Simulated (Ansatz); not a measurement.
HfC (Fm-3m), comparing deformations

These are results of Ansatz 0.2.0, DFT PBE, scalar-relativistic, plane waves, PAW, not measurements. Cutoff 420 eV, Γ-centred 18×18×18 k-points, Gaussian smearing of 0.15 eV. Spin–orbit coupling is left out, which can shift energies with elements as heavy as these. No spin polarisation. Energies are free energies at this smearing, counted from the undisturbed cell; pressure is positive in compression.

Zero of the scan (as given, not relaxed at this level; it stands at 0.2 GPa):

```yaml
crystal:
  lattice:
    - [0.00000, 2.32500, 2.32500]
    - [2.32500, 0.00000, 2.32500]
    - [2.32500, 2.32500, 0.00000]
  atoms:
    - { symbol: Hf, position: [0.50000, 0.50000, 0.50000] }
    - { symbol: C, position: [0.00000, 0.00000, 0.00000] }
```

The cell is strained by ε times a Voigt pattern (xx, yy, zz, yz, xz, xy; engineering shear) with fractional coordinates fixed. τ = (1/V0) dE/dε comes from the stress tensor. Of each scan, only the three points used here are listed.

| pattern | ε | τ (GPa) |
| --- | --- | --- |
| (1, 1, 0, 0, 0, 0) | -0.0150 | -19.91 |
| (1, 1, 0, 0, 0, 0) | 0.0000 | -0.43 |
| (1, 1, 0, 0, 0, 0) | 0.0150 | 16.37 |
| (0, 0, 1, 0, 0, 0) | -0.0150 | -8.37 |
| (0, 0, 1, 0, 0, 0) | 0.0000 | -0.21 |
| (0, 0, 1, 0, 0, 0) | 0.0150 | 6.72 |
| (0, 1, 0, 0, 0, 0) | -0.0250 | -14.54 |
| (0, 1, 0, 0, 0, 0) | 0.0000 | -0.21 |
| (0, 1, 0, 0, 0, 0) | 0.0250 | 10.72 |
| (0, 0, 0, 0, 1, 0) | -0.0187 | -3.20 |
| (0, 0, 0, 0, 1, 0) | 0.0000 | 0.00 |
| (0, 0, 0, 0, 1, 0) | 0.0187 | 3.20 |

Q: Which constants do the scans give, and which deformation costs least for the same size of strain tensor?

A: The slope dτ/dε at zero (parabola through three points) is pᵀCp: (1, 1, 0, 0, 0, 0) gives 2(C11 + C12) = 1209 GPa; (0, 0, 1, 0, 0, 0) gives C11 = 503 GPa; (0, 1, 0, 0, 0, 0) gives C11 = 505 GPa; (0, 0, 0, 0, 1, 0) gives C44 = 171 GPa. The size of the strain tensor, ε:ε, is ε² times 2.0, 1.0, 1.0, 0.5. Per unit of it the stiffnesses are 605, 503, 505, 342 GPa, so (0, 0, 0, 0, 1, 0) is the softest of these: at ε:ε = (1 %)² the quadratic term costs 1.34 meV/atom against 2.37 for the stiffest.

Q: What else follows for this cubic crystal?

A: From the unrounded slopes C11 = 505.1 and C12 = 99.5 GPa, so B = (C11 + 2 C12)/3 = 235 GPa and the Poisson ratio for a pull along a cube edge is C12/(C11 + C12) = 0.16.

Q: How anisotropic is this cubic crystal?

A: Zener's ratio 2 C44/(C11 − C12) = 0.84; it is 1 for an isotropic solid.

In a metal these slopes depend on the k mesh and the smearing.